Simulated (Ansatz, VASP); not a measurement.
## Al: VASP beside Ansatz

File INCAR:

```
PREC = Accurate
ENCUT = 520
EDIFF = 1E-6
ISMEAR = 1
SIGMA = 0.6
LREAL = F
LASPH = T
NELM = 60
ALGO = Normal
ISIF = 2
LWAVE = F
LCHARG = F
GGA = PE
NBANDS = 8
```

The input KPOINTS:

```
regular mesh
0
Gamma
  13 13 13
```

File POSCAR:

```
Al
1.0
    0.0000000000      2.0199630948      2.0199630948
    2.0199630948      0.0000000000      2.0199630948
    2.0199630948      2.0199630948      0.0000000000
Al
1
Direct
    0.0000000000      0.0000000000      0.0000000000
```

Input for Ansatz:

```yaml
crystal:
  lattice:
    - [0.0, 2.0199630948, 2.0199630948]
    - [2.0199630948, 0.0, 2.0199630948]
    - [2.0199630948, 2.0199630948, 0.0]
  atoms:
    - { symbol: Al, position: [0.0, 0.0, 0.0] }
hamiltonian:
  xc: pbe
  pseudopotentials:
    kind: paw
    azcp:
      Al: "pseudopotentials/Al.paw.azcp"
basis:
  ecutwfc: 420
  fft_grid_basis: typed
kpoints:
  mp_grid: { grid: [13, 13, 13], shift: [0, 0, 0] }
magnetization:
  spin_polarized: false
scf:
  occupations: { method: methfessel_paxton, width: 0.6 }
  lower_state_search: "off"
output:
  stress: true
  write_density: true
  write_potential: true
  elf: true
  volumetric_format: npy
```

Alike in both runs: task single point; functional PBE; k mesh 13 × 13 × 13; occupations methfessel-paxton of order 1, width 0.6 eV; no spin polarisation.

|  | VASP | Ansatz |
| --- | --- | --- |
| version | VASP 6.6.1 | Ansatz 0.2.0 |
| potentials or method | VASP PAW PBE potentials, release 64 (Al) | plane waves (420 eV) with PAW, scalar-relativistic |
| plane-wave cutoff (eV) | 520 | 420 |
| valence electrons in the cell | 3 | 3 |

```csv
,VASP,Ansatz,Ansatz less VASP
pressure (GPa),0.0,0.0,+0.04
```
